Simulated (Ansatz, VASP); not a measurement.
## Two plane-wave programs on NaF

INCAR

```
ALGO = Normal
EDIFF = 1E-6
ENCUT = 520
GGA = PE
ISIF = 2
ISMEAR = 0
LASPH = True
LCHARG = False
LREAL = False
LWAVE = False
NBANDS = 14
NELM = 60
PREC = Accurate
SIGMA = 0.02
```

File KPOINTS:

```
k-points
0
Gamma
  8 8 8
```

File POSCAR:

```
NaF
1.0
    0.0000000000      2.3097635859      2.3097635859
    2.3097635859      0.0000000000      2.3097635859
    2.3097635859      2.3097635859      0.0000000000
Na F
1 1
Direct
    0.0000000000      0.0000000000      0.0000000000
    0.5000000000      0.5000000000      0.5000000000
```

Input for Ansatz:

```yaml
crystal:
  lattice:
    - [0.0, 2.3097635859, 2.3097635859]
    - [2.3097635859, 0.0, 2.3097635859]
    - [2.3097635859, 2.3097635859, 0.0]
  atoms:
    - { symbol: Na, position: [0.0, 0.0, 0.0] }
    - { symbol: F, position: [0.5, 0.5, 0.5] }
basis:
  ecutwfc: 420
kpoints:
  mp_grid: { grid: [8, 8, 8] }
hamiltonian:
  xc: pbe
scf:
  occupations: { method: gaussian, width: 0.02 }
output:
  forces: true
  stress: true
  eigenvalues: true
```

Alike in both runs: task single point; functional PBE; k mesh 8 × 8 × 8; occupations gaussian, width 0.02 eV; no spin polarisation.

|  | VASP | Ansatz |
| --- | --- | --- |
| version | VASP 6.6.1 | Ansatz 0.2.0 |
| potentials or method | VASP PAW PBE potentials, release 64 (Na_pv, F) | scalar-relativistic, plane waves, PAW |
| plane-wave cutoff (eV) | 520 | 420 |
| valence electrons in the cell | 14 | 16 |

VASP gave:

```
gap on the k mesh at the Fermi level (eV) : 6.35
least direct gap on the mesh (eV)         : 6.35
pressure (GPa)                            : 2.5
```

Problem. Estimate Ansatz's values.

Solution. gap on the k mesh at the Fermi level (eV): 6.37; least direct gap on the mesh (eV): 6.37; pressure (GPa): 2.7.

The two sets of potentials don't hold the same shells in valence.
